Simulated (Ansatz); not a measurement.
Level of theory: Ansatz, DFT PBE, scalar-relativistic, plane waves, PAW. Settings: cutoff 420 eV, Γ-centred meshes spaced at most about 0.3 Å⁻¹, and about 0.25 Å⁻¹ or finer for metals (2π included), Gaussian smearing. No spin polarisation.

Temperature and zero-point effects are left out.

Question: Order these relaxed structures of GaAs₄ by energy, lowest first, with the energy over the lowest of them.
A.

```xyz
5
Lattice="-3.0326 3.0326 3.0326 3.0326 -3.0326 3.0326 3.0326 3.0326 -3.0326" Properties=species:S:1:pos:R:3 pbc="T T T"
Ga    0.0000    0.0000    0.0000
As    1.5163    1.5163   -1.5163
As   -1.5163    1.5163    1.5163
As    1.5163    1.5163    1.5163
As    1.5163   -1.5163    1.5163
```

B.

```xyz
5
Lattice="5.0104 0.0000 0.0000 0.0000 5.0104 0.0000 0.0000 0.0000 5.0104" Properties=species:S:1:pos:R:3 pbc="T T T"
Ga    2.5052    2.5052    2.5052
As    2.5052    0.0000    0.0000
As    0.0000    2.5052    0.0000
As    0.0000    0.0000    2.5052
As    0.0000    0.0000    0.0000
```

C.

```xyz
5
Lattice="3.8867 0.0000 0.0000 0.0000 3.8867 0.0000 0.0000 0.0000 7.8513" Properties=species:S:1:pos:R:3 pbc="T T T"
Ga    0.0000    0.0000    3.9256
As    1.9434    1.9434    1.2709
As    1.9434    1.9434    6.5804
As    0.0000    0.0000    6.4998
As    0.0000    0.0000    1.3514
```

Answer: C (0 meV/atom), A (176 meV/atom), B (508 meV/atom). Forms: C P4/mmm; A Im-3m; B Pm-3m. Counting As atoms around Ga (those within 1.25 times the shortest such distance or 1.15 times the sum of covalent radii, 1.27 where that leaves under three; a plus sign parts nearer from farther groups; the shortest distance is added where it exceeds 1.18 times the sum of covalent radii): C has Ga 2; A has Ga 8; B has Ga 12+8 from 3.5 Å. C holds As–As pairs (shortest 2.54 Å); B holds As–As bonds in all directions (shortest 2.51 Å) (bonds between like non-metal atoms; other contacts aren't counted). All come from invented guesses. Even the lowest of the cells shown lies +0.22 eV/atom against the elements.

In P4/mmm, Im-3m, Pm-3m an odd number of electrons in the primitive cell allows no gap without spin; a larger cell or a magnetic state could open one. Cells relaxed within their symmetry can be saddle points. Some types were kept out of the candidates beforehand, so the set may lack a known form.
